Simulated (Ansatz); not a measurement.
ZnSe (Stilleite):

```
Se Zn
1.0
     0.00000    2.83380    2.83380
     2.83380    0.00000    2.83380
     2.83380    2.83380    0.00000
Se Zn
1 1
Direct
  0.75000 0.75000 0.75000
  0.00000 0.00000 0.00000
```

Base run:

| Property | Result |
| --- | --- |
| Program | Ansatz 0.2.0 |
| Functional | BLYP |
| Potentials or basis | all-electron LAPW, scalar-relativistic |
| Cutoff | 311 eV |
| Density cutoff | 1244 eV |
| Basis error allowed | 0.001 eV/atom |
| k mesh | 8 × 8 × 8 |
| Occupations | fermi-dirac, width 0.05 eV |
| Spin | no spin polarisation |

Its results: band gap on the k mesh 1.23 eV, direct; pressure 5.5 GPa.

Question: The run is repeated on the same cell with these changes: functional from BLYP to revPBE. What comes out?

Answer: Band gap on the k mesh 1.41 eV, direct; pressure 3.8 GPa.

Not every run made on this cell is shown here.
